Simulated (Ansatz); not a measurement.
Rutile GeO₂, treated with BLYP (PAW; Ansatz, a first-principles code).

Numerical settings: plane-wave cutoff 520 eV, 8×8×12 k mesh (along the axes of the cell as run), Fermi–Dirac smearing 0.01 eV, scalar-relativistic PAW data made under PBE.

Shape and atoms are relaxed at each volume.

Pressure at four volumes; x = ln(V/10.037 Å³). One pressure is withheld.

```tsv
V (Å³/atom)	x	P (GPa)
9.636	-0.0408	7.95
10.037	0.0000	0.00
10.238	0.0198	-3.11
10.439	0.0393	?
```

**Question.** Pass a parabola P(x) through the three rows shown, estimate the bulk modulus and its pressure derivative near zero pressure, and predict the withheld pressure.

**Answer.** Slopes between the rows: (0.00 − (7.95))/(0.0000 − (-0.0408)) = -194.85 and (-3.11 − (0.00))/(0.0198 − (0.0000)) = -157.07 GPa. Their difference over the span 0.0606 is c = 37.78/0.0606 = 623.4 GPa, so P(x) = 7.95 + (-194.85)(x − (-0.0408)) + 623.4 (x − (-0.0408))(x − (0.0000)). At the middle row B = −dP/dx = −[-194.85 + 623.4 × 0.0408] = 169.4 GPa, and B′ = dB/dP = 2c/B = 7.4. At x = 0.0393 the parabola gives -5.70 GPa; the run gives -5.70 GPa. The Birch–Murnaghan fit to the energies at all volumes has B0 = 168 GPa and B′ = 7.3.

Measured, for comparison: bulk modulus 251 GPa (room temperature, no zero-point or thermal correction, from measured elastic constants; as tabulated in Sevik and Bulutay (2007), arXiv:cond-mat/0610176). Computed (rounded) less measured: bulk modulus -33 %.

Note: the bulk modulus comes from volumes at which shape and atoms were relaxed.
